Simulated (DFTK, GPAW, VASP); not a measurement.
**Al: 3 runs at one level of theory**

```xyz
1
Lattice="0.0000 2.0248 2.0248 2.0248 0.0000 2.0248 2.0248 2.0248 0.0000" Properties=species:S:1:pos:R:3 pbc="T T T"
Al    0.0000    0.0000    0.0000
```

Alike in all runs: task band structure; functional r2SCAN; k mesh 11 × 11 × 11; occupations fermi-dirac, width 0.05 eV; no spin polarisation; no spin-orbit coupling. Pressure is positive in compression and, in plane waves, holds the error of the finite cutoff.

```tsv
program and potentials	plane-wave cutoff (eV)	notes	pressure (GPa)
DFTK, SG15 1.2 (PBE)	1225	potentials made for PBE; 11 valence electrons an atom on average	-1.88
GPAW, GPAW PAW data sets (gpaw-data 1.2.1)	600	potentials made for PBE; 3 valence electrons an atom on average	-3.30
VASP, PBE PAW files Al, 520 eV	520	potentials made for PBE; 3 valence electrons an atom on average	-3.61
```

The pressure spans -3.61 (VASP, PBE PAW files Al, 520 eV) to -1.88 GPa (DFTK, SG15 1.2 (PBE)).

Differences between rows come from potentials, basis sets and numerical settings, since the functional is the same but for its coding. Runs on potential files found faulty are left out.
